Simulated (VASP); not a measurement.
A run of VASP 6.6.1:

POSCAR

```
Sc
1.0
    0.0000000000      2.1980507473      2.1980507473
    2.1980507473      0.0000000000      2.1980507473
    2.1980507473      2.1980507473      0.0000000000
Sc
1
Direct
    0.0000000000      0.0000000000      0.0000000000
```

The input INCAR.step1:

```
SYSTEM = Sc
PREC = Accurate
ENCUT = 520
EDIFF = 1E-5
ISMEAR = 0
SIGMA = 0.05
LREAL = .False.
LASPH = .True.
NELM = 80
ALGO = Normal
LWAVE = .True.
LCHARG = .False.
GGA = PE
```

The input INCAR.step2:

```
SYSTEM = Sc
PREC = Accurate
ENCUT = 520
EDIFF = 1E-6
ISMEAR = 0
SIGMA = 0.05
LREAL = .False.
LASPH = .True.
NELM = 80
ALGO = Normal
ISIF = 2
LWAVE = .False.
LCHARG = .False.
METAGGA = R2SCAN
LHFCALC = .True.
AEXX = 0.25
LMIXTAU = .True.
PRECFOCK = Fast
LUSE_VDW = .True.
IVDW_NL = 2
BPARAM = 11.95
CPARAM = 0.0093
IBRION = 2
NSW = 60
EDIFFG = -0.01
ISTART = 1
```

The input KPOINTS:

```
regular mesh
0
Gamma
  5 5 5
  0 0 0
```

Potentials or basis: VASP PAW PBE potentials, release 64 (Sc_sv).

Run with:

```bash
$ cat potpaw_PBE.64/Sc_sv/POTCAR > POTCAR
$ cp INCAR.step1 INCAR
$ mpirun -np 1 vasp_std > vasp.out
$ cp INCAR.step2 INCAR
$ mpirun -np 1 vasp_std > vasp.out
```

Hardware: 1 thread of Intel(R) Xeon(R) Platinum 8488C (Sapphire Rapids), on a shared host.

**Question.** How long does it take, and how much memory?

**Answer.** Wall time 74 s on 1 thread of Intel(R) Xeon(R) Platinum 8488C (Sapphire Rapids), with other jobs on the host, peak memory 0.21 GiB. Counts: scf iterations 8, k points 10, ion steps 1.
